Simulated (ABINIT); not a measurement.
# FeO (I4/mmm) in ABINIT: band structure with PBEsol

Aim: the band structure of FeO with PBEsol.

All numbers are computed with ABINIT 10.8.3 (patched build); they aren't measurements. Logs are shortened: lines on timing, memory, paths and dates and some standing lists are left out, and cuts for length are marked. The log counts tension as positive stress, the text compression.

**1. Starting point**

Symmetry: I4/mmm, No. 139, tetragonal system. The conventional cell has a = 3.204 Å, b = 3.204 Å, c = 4.167 Å, α = 90.00°, β = 90.00°, γ = 90.00°. Fe (site symmetry 4/mmm) has 6 O at 2.08 to 2.27 Å as nearest neighbours. Around O (site symmetry 4/mmm) lie 6 Fe at 2.08 to 2.27 Å.

The cell comes from a database or a generator and needn't be the stable form of this composition.

**2. Band structure, PBEsol, collinear spin, ferromagnetic start**

Input file run.abi:

```
# Datasets: ground state, then fixed potential
ndtset 2

# Pseudopotentials
pp_dirpath "./"
pseudos "Fe.GGA_PBE-JTH.xml, O.GGA_PBE-JTH.xml"

# Structure
acell 5.8165493714 5.8165493714 5.8165493714
rprim
    -0.5205039071     0.5205039071     0.6768687948
     0.5205039071    -0.5205039071     0.6768687948
     0.5205039071     0.5205039071    -0.6768687948
ntypat 2
znucl 26 8
natom 2
typat 1 2
xred
     0.0000000000     0.0000000000     0.0000000000
     0.5000000000     0.5000000000     0.0000000000

# Plane-wave basis
ecut 26.0
pawecutdg 48.0
pawxcdev 0

# Exchange and correlation
ixc -116133

# Bands and occupations
occopt 3
tsmear 0.05 eV

# Spin
nsppol 2
spinat
     0.0000000000     0.0000000000     3.0000000000
     0.0000000000     0.0000000000     0.0000000000

# SCF cycle
nstep 100

# Output
iomode 3
prtwf 0
prteig 0
prtebands 0
enunit 1
prtden1 1

# Dataset 1
kptopt1 1
ngkpt1 10 10 10
nshiftk1 1
shiftk1 0.0 0.0 0.0
nband1 16
tolvrs1 1.0e-9

# Dataset 2: bands along G-X-Y-S-G-Z-S1-N-P-Y1-Z
iscf2 -2
getden2 1
nband2 22
nbdbuf2 4
tolwfr2 1.0e-11
kptopt2 -10
ndivsm2 5
prteig2 1
prtvol2 -3
kptbounds2
     0.0000000000     0.0000000000     0.0000000000
     0.0000000000     0.0000000000     0.5000000000
    -0.2956711885     0.2956711885     0.5000000000
    -0.3978355942     0.3978355942     0.3978355942
     0.0000000000     0.0000000000     0.0000000000
     0.5000000000     0.5000000000    -0.5000000000
     0.3978355942     0.6021644058    -0.3978355942
     0.0000000000     0.5000000000     0.0000000000
     0.2500000000     0.2500000000     0.2500000000
     0.5000000000     0.5000000000    -0.2956711885
     0.5000000000     0.5000000000    -0.5000000000
```

Potentials or basis: JTH PAW PBE v2.0.

Started as:

```console
$ abinit run.abi > log 2>&1
```

run.abo:

```text
.Version 10.8.3 of ABINIT
 DATASET    1 : space group I4/m m m (#139); Bravais tI (body-center tetrag.)
================================================================================
 Values of the parameters that define the memory need for DATASET  1.
     intxc =       0    ionmov =       0      iscf =      17    lmnmax =      18
     lnmax =       6     mgfft =      30  mpssoang =       3    mqgrid =    3001
     natom =       2  nloc_mem =       2    nspden =       2   nspinor =       1
    nsppol =       2      nsym =      16    n1xccc =       1    ntypat =       2
    occopt =       3   xclevel =       2
       mpw =         927          nfft =       27000          nkpt =         102
 PAW method is used; the additional fine FFT grid is defined by:
   mgfftf=        40    nfftf =     64000
================================================================================
================================================================================

 DATASET    2 : space group I4/m m m (#139); Bravais tI (body-center tetrag.)
================================================================================
 Values of the parameters that define the memory need for DATASET  2.
     intxc =       0    ionmov =       0      iscf =      -2    lmnmax =      18
     lnmax =       6     mgfft =      30  mpssoang =       3    mqgrid =    3001
     natom =       2  nloc_mem =       2    nspden =       2   nspinor =       1
    nsppol =       2      nsym =      16    n1xccc =       1    ntypat =       2
    occopt =       3   xclevel =       2
       mpw =         926          nfft =       27000          nkpt =         121
 PAW method is used; the additional fine FFT grid is defined by:
   mgfftf=        40    nfftf =     64000
================================================================================
================================================================================

--------------------------------------------------------------------------------
------------- Echo of variables that govern the present computation ------------
--------------------------------------------------------------------------------
 -outvars: echo values of preprocessed input variables --------
            acell      5.8165493714E+00  5.8165493714E+00  5.8165493714E+00 Bohr
              amu      5.58470000E+01  1.59994000E+01
             ecut      2.60000000E+01 Hartree
           enunit           1
           getden1          0
           getden2          1
             iscf1         17
             iscf2         -2
              ixc     -116133
           jdtset        1    2
           kptopt1          1
           kptopt2        -10
         kptrlatt       10    0    0      0   10    0      0    0   10
          kptrlen1     5.81654937E+01
          kptrlen2     3.00000000E+01
            natom           2
            nband1         16
            nband2         22
           nbdbuf1          0
           nbdbuf2          4
           ndtset           2
           ndivsm1          0
           ndivsm2          5
            ngfft          30      30      30
          ngfftdg          40      40      40
             nkpt1        102
             nkpt2        121
           nspden           2
           nsppol           2
            nstep         100
             nsym          16
           ntypat           2
           occopt           3
        pawecutdg      4.80000000E+01 Hartree
         pawxcdev           0
        prtebands           0
           prteig1          0
           prteig2          1
           prtvol1          0
           prtvol2         -3
            prtwf           0
[... 2256 lines left out ...]
xred      :
- [  0.0000E+00,   0.0000E+00,   0.0000E+00, Fe]
- [  5.0000E-01,   5.0000E-01,   6.0740E-18,  O]
cartesian_forces: null
force_length_stats: {min: null, max: null, mean: null, }
...

 Integrated electronic and magnetization densities in atomic spheres:
 ------------------------------------------------------------------------------------------------------------
 Radius=ratsph(iatom), smearing ratsm=  0.0000. Diff(up-dn)=approximate z local magnetic moment.
    Atom    Radius    up_density   dn_density  Total(up+dn)  Diff(up-dn)
    1 Fe   2.11532     8.841373     5.260138     14.101510     3.581235
    2  O   1.41465     2.385512     2.105271      4.490783     0.280241
 ------------------------------------------------------------------------------------------------------------
  Sum:                11.226885     7.365408     18.592293     3.861477
 Total magnetization (from the atomic spheres):                3.861477
 Total magnetization (exact up - dn):                          4.001853

================================================================================

 ----iterations are completed or convergence reached----

 Mean square residual over all n,k,spin=   44.041E-13; max=  99.959E-13
 reduced coordinates (array xred) for    2 atoms
       0.000000000000      0.000000000000      0.000000000000
       0.500000000000      0.500000000000      0.000000000000

 cartesian coordinates (angstrom) at end:
    1      0.00000000000000     0.00000000000000     0.00000000000000
    2      0.00000000000000     0.00000000000000     2.08339224871697
 length scales=  5.816549371400  5.816549371400  5.816549371400 bohr
              =  3.077985371349  3.077985371349  3.077985371349 angstroms
 Eigenvalues (   eV  ) for nkpt= 121  k points, SPIN UP:
 kpt#   1, nband= 22, wtk=  1.00000, kpt=  0.0000  0.0000  0.0000 (reduced coord)
 -82.20415  -48.36837  -48.35640  -48.35640  -12.86949    3.51810    3.51810    3.53658
   3.66525    3.77588    3.77588    3.80097    3.82757    7.13089   22.35703   23.70641
  23.70641   23.80850   25.69344   25.69344   28.54644   28.73267
 kpt#   2, nband= 22, wtk=  1.00000, kpt=  0.0000  0.0000  0.0294 (reduced coord)
 -82.20410  -48.36851  -48.35672  -48.35647  -12.86017    3.30931    3.37448    3.51165
   3.65171    3.68287    3.74577    3.95377    4.14328    7.20609   22.10476   23.61648
  23.65192   24.01445   25.29953   25.93741   28.81980   28.83519
 kpt#   3, nband= 22, wtk=  1.00000, kpt=  0.0000  0.0000  0.0588 (reduced coord)
 -82.20398  -48.36895  -48.35766  -48.35670  -12.83259    2.85860    3.22803    3.49253
   3.51090    3.75387    3.83712    4.10033    4.45818    7.42715   21.63170   23.20759
  23.50293   24.42371   24.65452   26.50225   29.12828   29.31768
 kpt#   4, nband= 22, wtk=  1.00000, kpt=  0.0000  0.0000  0.0882 (reduced coord)
 -82.20379  -48.36966  -48.35919  -48.35707  -12.78785    2.40840    3.09025    3.37858
   3.46148    3.76796    3.98668    4.24102    4.69637    7.77684   21.14117   22.75675
  23.29284   23.38345   25.42247   27.21320   29.57824   29.73316
 kpt#   5, nband= 22, wtk=  1.00000, kpt=  0.0000  0.0000  0.1176 (reduced coord)
[... 452 lines left out ...]
 -82.19806  -48.40558  -48.37743  -48.37548  -11.74056    0.53808    1.87689    1.96122
   3.36270    4.40694    4.55448    4.58233    4.86766   12.53908   16.22031   16.52964
  19.86065   21.34111   31.47459   32.32991   35.22734   35.64787
 kpt# 119, nband= 22, wtk=  1.00000, kpt=  0.5000  0.5000 -0.4416 (reduced coord)
 -82.19800  -48.40646  -48.37676  -48.37588  -11.74459    0.50432    2.09577    2.17692
   3.14551    4.31198    4.56845    4.58007    4.74295   12.33755   16.20733   16.76103
  20.19207   20.88978   32.13100   32.43435   35.33292   35.58981
 kpt# 120, nband= 22, wtk=  1.00000, kpt=  0.5000  0.5000 -0.4708 (reduced coord)
 -82.19796  -48.40699  -48.37635  -48.37613  -11.74749    0.48436    2.30170    2.34710
   2.93991    4.20046    4.57590    4.57868    4.68137   12.21385   16.20083   16.93236
  20.40490   20.58680   32.00272   33.31558   35.39597   35.59594
 kpt# 121, nband= 22, wtk=  1.00000, kpt=  0.5000  0.5000 -0.5000 (reduced coord)
 -82.19795  -48.40717  -48.37621  -48.37621  -11.74855    0.47771    2.41438    2.41438
   2.82720    4.14896    4.57821    4.57821    4.66449   12.17222   16.19882   16.99704
  20.47829   20.47829   31.95831   33.78269   35.43110   35.54217
 Eigenvalues (   eV  ) for nkpt= 121  k points, SPIN DOWN:
 kpt#   1, nband= 22, wtk=  1.00000, kpt=  0.0000  0.0000  0.0000 (reduced coord)
 -78.09712  -44.36075  -44.36075  -44.30552  -12.33213    4.04526    4.36833    4.36833
   6.68165    6.68165    6.98423    7.08550    7.45654    8.43622   22.36991   24.63652
  24.72254   24.72254   27.21109   27.21109   29.71784   30.24798
 kpt#   2, nband= 22, wtk=  1.00000, kpt=  0.0000  0.0000  0.0294 (reduced coord)
 -78.09707  -44.36114  -44.36084  -44.30570  -12.32264    4.02605    4.24267    4.35232
   6.67110    6.70770    7.00546    7.16915    7.51040    8.45905   22.24483   24.48677
  24.66822   24.90767   26.77215   27.40984   30.02351   30.34565
 kpt#   3, nband= 22, wtk=  1.00000, kpt=  0.0000  0.0000  0.0588 (reduced coord)
 -78.09693  -44.36232  -44.36112  -44.30623  -12.29453    3.92729    3.97167    4.30682
   6.63993    6.78225    7.06613    7.28726    7.72347    8.54620   21.95033   24.13417
  24.51813   25.38179   25.83856   27.90965   30.53710   30.62601
 kpt#   4, nband= 22, wtk=  1.00000, kpt=  0.0000  0.0000  0.0882 (reduced coord)
 -78.09670  -44.36423  -44.36158  -44.30711  -12.24888    3.52295    3.88982    4.23827
   6.58947    6.89596    7.15821    7.35255    8.00606    8.77017   21.59924   23.71354
  24.30283   24.75601   26.03065   28.57630   30.93097   31.05831
 kpt#   5, nband= 22, wtk=  1.00000, kpt=  0.0000  0.0000  0.1176 (reduced coord)
[... 453 lines left out ...]
   5.85117    8.05527    8.15772    8.28663    8.60052   13.83626   16.78235   17.66022
  20.87858   22.35032   31.94570   33.41587   35.98223   36.34942
 kpt# 119, nband= 22, wtk=  1.00000, kpt=  0.5000  0.5000 -0.4416 (reduced coord)
 -78.08981  -44.38564  -44.38456  -44.35291  -11.15476    0.98904    2.82781    2.88896
   5.64336    8.10966    8.15457    8.22261    8.52973   13.64573   16.75266   17.92811
  21.20824   21.90499   32.86254   33.22936   35.93707   36.48358
 kpt# 120, nband= 22, wtk=  1.00000, kpt=  0.5000  0.5000 -0.4708 (reduced coord)
 -78.08976  -44.38513  -44.38485  -44.35358  -11.15700    0.96057    2.94997    2.96660
   5.50009    8.14151    8.15263    8.16380    8.49415   13.53082   16.73634   18.12610
  21.41883   21.60129   33.10968   33.71240   35.93510   36.48720
 kpt# 121, nband= 22, wtk=  1.00000, kpt=  0.5000  0.5000 -0.5000 (reduced coord)
 -78.08975  -44.38495  -44.38495  -44.35381  -11.15782    0.95105    2.99452    2.99452
   5.44829    8.14010    8.15198    8.15198    8.48383   13.49252   16.73110   18.20102
  21.49123   21.49123   33.06834   34.16788   35.89682   35.92160

== END DATASET(S) ==============================================================
================================================================================

 -outvars: echo values of variables after computation  --------
            acell      5.8165493714E+00  5.8165493714E+00  5.8165493714E+00 Bohr
           etotal1    -1.4043399944E+02
            fcart1    -0.0000000000E+00 -0.0000000000E+00 -0.0000000000E+00
                      -0.0000000000E+00 -0.0000000000E+00 -0.0000000000E+00
            rprim     -5.2050390710E-01  5.2050390710E-01  6.7686879480E-01
                       5.2050390710E-01 -5.2050390710E-01  6.7686879480E-01
                       5.2050390710E-01  5.2050390710E-01 -6.7686879480E-01
           strten1     6.0406042977E-04  6.0406042977E-04  4.8347941140E-04
                       0.0000000000E+00  0.0000000000E+00  0.0000000000E+00
           xangst      0.0000000000E+00  0.0000000000E+00  0.0000000000E+00
                       9.7311022369E-18  9.7311022369E-18  2.0833922487E+00
             xred      0.0000000000E+00  0.0000000000E+00  0.0000000000E+00
                       5.0000000000E-01  5.0000000000E-01  6.0739538817E-18
 Calculation completed.
```

Run time: 4.5 min. Hardware: 1 thread of Arm Neoverse V1, shared host; peak memory 0.19 GiB.

Results:

| Item | Value |
| --- | --- |
| Free energy | -3821.4038 eV |
| Pressure | -16.6 GPa |
| Band gap on the k mesh | none (metal or under the smearing width) |
| Net moment | 4.00 μB per cell |
| Site moments | Fe +3.58; O +0.28 μB |
| Valence electrons inside the program's atomic spheres | Fe 14.10; O 4.49 |

Levels at the corners of the path, in eV from the Fermi level:
Spin up:
```csv
point,band 11,band 12,band 13,band 14,band 15,band 16
Γ,-3.65,-3.62,-3.60,-0.29,14.93,16.28
X,-2.89,-2.86,-2.79,4.63,7.72,10.62
Y,-2.91,-2.83,-1.98,6.34,8.20,8.98
S,-2.80,-2.52,-2.36,5.65,8.25,8.84
Γ,-3.65,-3.62,-3.60,-0.29,14.93,16.28
Z,-2.85,-2.85,-2.76,4.75,8.77,9.57
S1,-2.80,-2.52,-2.36,5.65,8.25,8.84
N,-2.51,-0.83,-0.21,3.60,7.73,10.91
P,-2.71,-2.71,-1.65,7.12,8.00,8.00
Y1,-2.91,-2.83,-1.98,6.34,8.20,8.98
Z,-2.85,-2.85,-2.76,4.75,8.77,9.57
```
Spin down:
```csv
point,band 5,band 6,band 7,band 8,band 9,band 10,band 11,band 12,band 13,band 14
Γ,-19.76,-3.38,-3.06,-3.06,-0.74,-0.74,-0.44,-0.34,0.03,1.01
X,-18.73,-6.65,-4.47,-3.90,-1.88,0.52,0.55,0.80,1.03,5.96
Y,-18.58,-6.01,-5.60,-5.04,-0.56,0.15,0.75,0.98,1.55,7.64
S,-18.58,-6.24,-5.46,-4.60,-1.13,0.59,0.62,1.21,1.24,6.92
Γ,-19.76,-3.38,-3.06,-3.06,-0.74,-0.74,-0.44,-0.34,0.03,1.01
Z,-18.58,-6.47,-4.43,-4.43,-1.98,0.71,0.73,0.73,1.06,6.07
S1,-18.58,-6.24,-5.46,-4.60,-1.13,0.59,0.62,1.21,1.24,6.92
N,-18.69,-7.66,-5.01,-4.84,0.27,0.52,0.63,2.22,2.82,4.11
P,-18.57,-5.82,-5.82,-5.80,0.32,0.32,0.56,0.73,1.74,8.44
Y1,-18.58,-6.01,-5.60,-5.04,-0.56,0.15,0.75,0.98,1.55,7.64
Z,-18.58,-6.47,-4.43,-4.43,-1.98,0.71,0.73,0.73,1.06,6.07
```

Caveat: the PAW data sets were made with another functional, which shifts forces and pressure a little; a cell with one magnetic atom can't hold antiferromagnetic order, which such compounds often take; semilocal functionals often make such compounds metallic where correlation or magnetic order opens a gap, which also shifts bond lengths. With open d or f shells a metallic result of PBEsol can be an artefact of self-interaction; +U or a hybrid may open a gap.

**3. For comparison**

An earlier run on the cell as given: functional PBEsol; potentials or basis JTH PAW PBE v2.0; cutoff 707 eV; k mesh 12 × 12 × 12; occupations fermi-dirac, width 0.05 eV; collinear spin, ferromagnetic start; starting moments [3.0, 0.0] μB.

- Pressure: -16.6 GPa
- Band gap on the k mesh: none (metal or under the smearing width)
- Net moment: 4.00 μB per cell
- Site moments: Fe +3.58; O +0.28 μB
- Valence electrons inside the program's atomic spheres: Fe 14.10; O 4.49
